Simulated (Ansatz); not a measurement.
Ti3SiC2:
```xyz
12
Lattice="3.0202 0.0000 0.0000 -1.5101 2.6155 0.0000 0.0000 0.0000 17.4349" Properties=species:S:1:pos:R:3 pbc="T T T"
Si     0.0000     0.0000     4.3587
Si     0.0000     0.0000    13.0762
C      0.0000     1.7437     9.9768
C      1.5101     0.8718     1.2594
C      0.0000     1.7437    16.1756
C      1.5101     0.8718     7.4581
Ti     0.0000     1.7437     2.3543
Ti     1.5101     0.8718    11.0717
Ti     0.0000     1.7437     6.3632
Ti     1.5101     0.8718    15.0807
Ti     0.0000     0.0000     0.0000
Ti     0.0000     0.0000     8.7175
```

Relaxed with LDA.

Decompose the optical modes at the zone centre into irreducible representations, and say which are infrared and Raman allowed.

Point group 6/mmm: Γ_opt = 2A1g + 3A2u + 3B1g + 3B2u + 2E1g + 3E1u + 3E2g + 3E2u. Infrared: A2u, E1u. Raman: A1g, E1g, E2g.

Assign frequencies (DFPT, plane-wave PAW LDA (Ansatz code)).

E2u 95, E2g 137, B2u 139, E1g 201, E1u 202, B1g 207, E2g 234, A1g 286, E2u 292, E1u 293, A2u 344, B1g 393, B2u 422, A2u 452, B2u 593, A2u 597, E1g 642, E2g 643, E1u 645, E2u 645, B1g 694, A1g 697 cm⁻¹.

Subscripts of B labels follow the axes of the standard setting.

Space group P6_3/mmc. The LDA relaxation kept the symmetry of its start; of distortions, only those at the zone centre were tested. The run is not spin-polarised. As this level gives no gap, phonon frequencies hold no LO–TO term and depend on the k-mesh and smearing (Fermi–Dirac, 0.1 eV here).

Potentials: the later of the program's two PAW sets.
